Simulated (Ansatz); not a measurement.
Theory: DFT PBE, scalar-relativistic, plane waves, PAW (Ansatz). Settings: cutoff 420 eV, Γ-centred meshes spaced at most about 0.3 Å⁻¹, and about 0.25 Å⁻¹ or finer for metals (2π included), Gaussian smearing. No spin polarisation in the final relaxations.

All energies are static (0 K, no zero-point motion). All come from trial cells, and lower structures may exist.

Question: These unrelaxed guesses for Sb are each relaxed within their symmetry. Order them by the energy at which they end, lowest first.
A.

```
CELL_PARAMETERS angstrom
5.17601 0.00000 0.00000
-2.58801 4.48256 0.00000
0.00000 0.00000 8.86740
ATOMIC_POSITIONS crystal
Sb 0.33333 0.66667 0.11428
Sb 0.66667 0.33333 0.61428
Sb 0.66667 0.33333 0.88572
Sb 0.33333 0.66667 0.38572
Sb 0.33333 0.66667 0.75000
Sb 0.66667 0.33333 0.25000
```

B.

```
CELL_PARAMETERS angstrom
-2.79115 2.79115 2.79115
2.79115 -2.79115 2.79115
2.79115 2.79115 -2.79115
ATOMIC_POSITIONS crystal
Sb 0.00000 0.50000 0.50000
Sb 0.50000 0.00000 0.50000
Sb 0.50000 0.50000 0.00000
```

Answer: A (ends in P6_3/mmc, 0 meV/atom), B (ends in Im-3m, 0.40 eV/atom).

Spin–orbit coupling, which can matter for Sb, is left out. Cells relaxed within their symmetry can be saddle points. The part of the Crystallography Open Database at hand lists Sb in space groups No. 139, 166, 194, 221, 225 and others; sharing a group (Im-3m and P6_3/mmc) doesn't make a cell the listed structure. Some candidate types were left out of the draw beforehand, so a known form may be missing.
